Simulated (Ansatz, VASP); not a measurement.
## One calculation of TaN, two programs

INCAR

```
SYSTEM = TaN
  ALGO = Normal
  EDIFF = 1E-6
  ENCUT = 520
  GGA = PS
  ISIF = 2
  ISMEAR = 0
  LASPH = .TRUE.
  LCHARG = .FALSE.
  LREAL = .FALSE.
  LWAVE = .FALSE.
  NBANDS = 24
  NELM = 80
  PREC = Accurate
  SIGMA = 0.15
```

Contents of KPOINTS:

```
k-points
0
G
  15 15 8
  0 0 0
```

File POSCAR:

```
TaN
1.0
    2.7736134188      0.0000000000      0.0000000000
   -1.3868067094      2.4020196810      0.0000000000
    0.0000000000      0.0000000000      5.8600190937
Ta N
2 2
Direct
    0.0000000000      0.0000000000      0.0000000000
    0.0000000000      0.0000000000      0.5000000000
    0.3333333333      0.6666666667      0.2500000000
    0.6666666667      0.3333333333      0.7500000000
```

Input for Ansatz:

```yaml
crystal:
  lattice:
    - [2.7736134188, 0.0, 0.0]
    - [-1.3868067094, 2.402019681, 0.0]
    - [0.0, 0.0, 5.8600190937]
  atoms:
    - { symbol: Ta, position: [0.0, 0.0, 0.0] }
    - { symbol: Ta, position: [0.0, 0.0, 0.5] }
    - { symbol: "N", position: [0.3333333333, 0.6666666667, 0.25] }
    - { symbol: "N", position: [0.6666666667, 0.3333333333, 0.75] }
basis:
  ecutwfc: 520.0
kpoints:
  mp_grid: { grid: [15, 15, 8] }
hamiltonian:
  xc: pbesol
  pseudopotentials: { kind: paw, azcp: { folder: soft_1 } }
scf:
  occupations: { method: gaussian, width: 0.15 }
output:
  forces: true
  stress: true
  eigenvalues: true
```

Change from the starting cell: mode 4 frozen in at +0.000 Å, equal normal strain along x and y -0.0400.

Alike in both runs: task single point; functional PBEsol; k mesh 15 × 15 × 8; occupations gaussian, width 0.15 eV; no spin polarisation.

|  | VASP | Ansatz |
| --- | --- | --- |
| version | VASP 6.6.1 | Ansatz 0.2.0 |
| potentials or method | VASP PAW PBE potentials, release 64 (Ta_pv, N) | scalar-relativistic, plane waves, PAW |
| plane-wave cutoff (eV) | 520 | 520 |
| valence electrons in the cell | 32 | 36 |

Ansatz gave:

| Property | Result |
| --- | --- |
| gap on the k mesh at the Fermi level (eV) | none |
| pressure (GPa) | 33.0 |
| largest component of the traceless stress (GPa) | 17.49 |

What did VASP give for the same quantities?

gap on the k mesh at the Fermi level (eV): none; pressure (GPa): 34.5; largest component of the traceless stress (GPa): 17.38.

A gap of «none» marks a metal or a gap that the smearing closes. The functional is the same, so the differences come from potentials, cutoffs and numerics. The two sets of potentials don't hold the same shells in valence. Ansatz warned: «pseudo_functional_mismatch».

Caveats: so large a pressure means that the cell lies far from this level's equilibrium, or that cutoff or potentials fall short (VASP); the potentials were made for another functional, which shifts forces and pressure (VASP). Spin-orbit coupling is left out, which matters for the levels of Ta.
